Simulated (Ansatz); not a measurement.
What a change of settings does: PbF2

First run: DFT, PBE, all-electron PAW with datasets made for the crystal, scalar-relativistic (Ansatz 0.2.0).

Command: `ansatz run input.yaml --threads 1 --pin off --max-ram 3072MiB --backend cpu --events-out ev --progress --plain --runs-dir out` It took 5.1 s on 1 thread of Arm Neoverse V1 (shared host), peak memory 0.45 GiB.

```yaml
crystal:
  lattice:
    - [0.0, 2.9579484323, 2.9579484323]
    - [2.9579484323, 0.0, 2.9579484323]
    - [2.9579484323, 2.9579484323, 0.0]
  atoms:
    - { symbol: Pb, position: [0.0, 0.0, 0.0] }
    - { symbol: F, position: [0.75, 0.75, 0.75] }
    - { symbol: F, position: [0.25, 0.25, 0.25] }
kpoints:
  mp_grid: { grid: [7, 7, 7] }
scf:
  occupations: { method: fermi_dirac, width: 0.03 }
hamiltonian:
  xc: pbe
  pseudopotentials: { kind: all_electron, datasets: crystal }
output:
  forces: true
  stress: true
  eigenvalues: true
  efg: { contact_densities: true }
```

The cell is Materials Project entry mp-315, used as a structure alone.

This run: the undistorted cell.

It converges in 8 SCF iterations at a pressure of 3.16 GPa.

The input is then changed:

```diff
   occupations: { method: fermi_dirac, width: 0.03 }
+  convergence: { dr2_threshold: 1.0e-06 }
 hamiltonian:
```

Q: What does the second run give?

A: It converges in 7 SCF iterations at a pressure of 3.16 GPa, free energy 0.0 meV/atom against the first run's.
